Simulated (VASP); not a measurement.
A run of VASP 6.6.1 is set up as follows.

INCAR

```
SYSTEM = MgO
  PREC = Accurate
  ENCUT = 520
  EDIFF = 1E-6
  ISMEAR = -1
  SIGMA = 0.1
  LREAL = .FALSE.
  LASPH = .TRUE.
  NELM = 100
  ALGO = Fast
  ISIF = 2
  LWAVE = .FALSE.
  LCHARG = .TRUE.
  LDIPOL = .TRUE.
  IDIPOL = 3
  DIPOL = 0.5 0.5 0.500
  GGA = PE
  LELF = .TRUE.
  LVHAR = .TRUE.
  LVACPOTAV = .TRUE.
  NBANDS = 16
```

KPOINTS

```
regular mesh
0
G
  5 5 1
  0 0 0
```

Contents of POSCAR:

```
MgO
1.0
    2.9818692963      0.0000000000      0.0000000000
    1.4909346481      2.5823745613      0.0000000000
    0.0000000000      0.0000000000     20.6520291278
Mg O
2 2
Direct
    0.0000000000      0.0000000000      0.4115818328
    0.3333333333      0.3333333333      0.5294727224
    0.6666666667      0.6666666667      0.4705272776
    1.0000000000      1.0000000000      0.5884181672
```

Potentials or basis: VASP PAW PBE potentials, release 64 (Mg, O).

The run is started by

```bash
$ cat potpaw_PBE.64/Mg/POTCAR potpaw_PBE.64/O/POTCAR > POTCAR
$ mpirun -np 1 vasp_std > vasp.out
```

Problem. Estimate the band gap on the k mesh.

Solution. None (metal or under the smearing width).

Problem. Estimate the work function of the upper face.

Solution. 9.90 eV.

Forces on the atoms (eV/Å):
```
Mg   0.000  0.000  0.650
Mg   0.000  0.000  3.026
O    0.000  0.000 -2.026
O    0.000  0.000 -1.650
```

Caveat: the k mesh is coarse (spacing up to 0.49 Å⁻¹), so the values aren't converged.
